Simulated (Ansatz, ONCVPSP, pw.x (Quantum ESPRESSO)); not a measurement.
**ruthenium (Ru): one change to the ONCV potential, in the atom and in the fcc crystal**

```json
{
  "Element": "Ru (Z = 44)",
  "Generator": "ONCVPSP 4.0.1.1 (patched build)",
  "Type": "optimised norm-conserving Vanderbilt (ONCV)",
  "Functional": "PBE",
  "Relativity": "scalar-relativistic",
  "Frozen core": "[Ar] 3d10",
  "Valence charge": "16",
  "Reference configuration": "4s2 4p6 4d7 5s1",
  "Partial waves": "4s+5s: rc 1.65 bohr, ncon 4, nbas 9, qcut 9.4 1/bohr, 3 projectors, debl 3.6 Ha; 4p: rc 1.65 bohr, ncon 3, nbas 7, qcut 8.3 1/bohr, 1 projector; 4d: rc 2.10 bohr, ncon 3, nbas 8, qcut 6.2 1/bohr, 1 projector",
  "Local potential": "polynomial inside 1.15 bohr (lpopt 5, dvloc0 4 Ha)",
  "Core correction": "none"
}
```

Change: all radii scaled by about 0.92 (s 1.52, p 1.52, d 1.94 bohr); local potential polynomial inside 1.06 bohr (lpopt 5, dvloc0 4 Ha).

Cutoffs, loose and tight: the cutoffs (Ha) at which the residual kinetic energy of the hardest occupied pseudo-wave falls to 1 and 0.1 mHa per electron. They do not see the model core or the augmentation charge, which bear on the density cutoff. Test errors are all-electron minus pseudo excitation energies from the reference, over the configurations 4s2 4p6 4d7 5s0; 4s2 4p6 4d6 5s0; 4s2 4p6 4d5 5s0; 4s2 4p6 4d6 5s2; variants that change the core or the reference have their own tests.

Crystal test: fcc Ru in pw.x 7.5, no spin, 15³ k-points, Fermi–Dirac smearing 0.01 Ry, cutoffs set for each file from its atomic test. The reference is all-electron LAPW (Ansatz 0.2.0) with the same functional, mesh and smearing; V0 and B0 come from Birch–Murnaghan fits to the pressures at five volumes. Errors are pseudo minus all-electron; Δ is the rms difference of the E(V) curves that follow from these fits, minima aligned, over ±6 % about the mean V0. Mesh and smearing are coarse, so the numbers serve the comparison and aren't converged zero-temperature values; the lattice is a test structure that the element need not adopt.

All-electron: a0 = 3.812 Å (V0 = 13.85 Å³/atom), B0 = 303.1 GPa.

Q: Does the change bring the crystal closer to the all-electron result?

A: The mean pressure error goes from -1.37 to -2.59 GPa, so the change moves the solid further from the all-electron pressures.

```csv
quantity,base,changed
outcome (atom),generated,generated
"cutoff, loose (atom)",26 Ha,29 Ha
"cutoff, tight (atom)",31 Ha,33 Ha
bound ghosts (atom),none,none
largest test error (meV) (atom),+17,-9.4
cutoffs in pw.x (Ry),75/300,80/320
a0 (Å),3.807,3.802
a0 error (%),-0.15,-0.28
B0 error (%),+3.0,+3.7
Δ (meV/atom),4.1,7.8
mean pressure error (GPa),-1.37,-2.59
```
